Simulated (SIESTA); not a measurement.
Crystal: Pb.

```
CELL_PARAMETERS angstrom
0.00000 2.47502 2.47502
2.47502 0.00000 2.47502
2.47502 2.47502 0.00000
ATOMIC_POSITIONS crystal
Pb 0.00000 0.00000 0.00000
```

Base run:

```yaml
Program: SIESTA 5.4.2
Functional: RPBE
Potentials_or_basis: PseudoDojo 0.4 standard (PBE files)
Basis: DZP (energy shift 0.003 Ry; two zetas on semicore shells)
Grid_cutoff: 500 Ry
Energy_shift: 0.003 Ry
k_mesh: 9 × 9 × 9
Occupations: fermi-dirac, width 0.05 eV
Spin: no spin polarisation
```

Its results: band gap on the k mesh none (metal or under the smearing width); pressure 4.3 GPa.

Question: The run is repeated on the same cell with these changes: functional from RPBE to PBE. What comes out?

Answer: Band gap on the k mesh none (metal or under the smearing width); pressure 2.8 GPa.

PBE binds more tightly than RPBE, so the same cell stands under less pressure.

Caveats: spin-orbit coupling is left out, which moves the levels of the heavy elements; the basis of atomic orbitals isn't converged, which shifts pressures, moduli and gaps; the potentials were made for another functional, which shifts forces and pressure (some runs).
